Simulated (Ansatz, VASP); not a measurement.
One calculation of BeSe, two programs

INCAR

```
  PREC = Accurate
  ENCUT = 520
  EDIFF = 1E-7
  ISMEAR = -1
  SIGMA = 0.05
  LREAL = False
  LASPH = True
  NELM = 60
  ALGO = Normal
  ISIF = 2
  LWAVE = False
  LCHARG = False
  GGA = PS
  NBANDS = 11
```

Contents of KPOINTS:

```
regular mesh
0
Gamma
  9 9 9
```

The input POSCAR:

```
BeSe
1.0
    0.0000000000      2.5847185048      2.5847185048
    2.5847185048      0.0000000000      2.5847185048
    2.5847185048      2.5847185048      0.0000000000
Se Be
1 1
Direct
    0.7500000000      0.7500000000      0.7500000000
    0.0000000000      0.0000000000      0.0000000000
```

input.yaml

```yaml
crystal:
  lattice:
    - [0.0, 2.5847185048, 2.5847185048]
    - [2.5847185048, 0.0, 2.5847185048]
    - [2.5847185048, 2.5847185048, 0.0]
  atoms:
    - { symbol: Se, position: [0.75, 0.75, 0.75] }
    - { symbol: Be, position: [0.0, 0.0, 0.0] }
hamiltonian:
  xc: pbesol
  pseudopotentials: { kind: paw }
kpoints:
  mp_grid: { grid: [9, 9, 9] }
scf:
  occupations: { method: fermi_dirac, width: 0.05 }
output:
  forces: true
  stress: true
  eigenvalues: true
  write_density: true
  write_potential: true
  elf: true
  volumetric_format: npy
```

Change from the starting cell: volume scaled by 1.06.

Alike in both runs: task single point; functional PBEsol; k mesh 9 × 9 × 9; occupations fermi-dirac, width 0.05 eV; no spin polarisation.

|  | VASP | Ansatz |
| --- | --- | --- |
| version | VASP 6.6.1 | Ansatz 0.2.0 |
| potentials or method | VASP PAW PBE potentials, release 64 (Se, Be) | Ansatz PAW |
| plane-wave cutoff (eV) | 520 | 420 |
| valence electrons in the cell | 8 | 18 |

```csv
,VASP,Ansatz,Ansatz less VASP
gap on the k mesh at the Fermi level (eV),2.58,2.60,+0.014
least direct gap on the mesh (eV),4.12,4.11,-0.004
pressure (GPa),-1.5,-1.8,-0.28
```

With one functional, cell and mesh, what is left measures potentials, basis and numerics. The two sets of potentials don't hold the same shells in valence.

Caveats: the PAW data sets were made with another functional, which shifts forces and pressure a little (VASP); an odd mesh through Γ misses points on the zone boundary, where band edges often lie (VASP); odd divisions of the mesh miss points on the zone boundary, where band edges often lie, so the gap on the mesh can be too wide (Ansatz); the PAW data sets come from PBE, with cores solved anew for the run's functional, which leaves a small shift of forces and pressure (Ansatz).
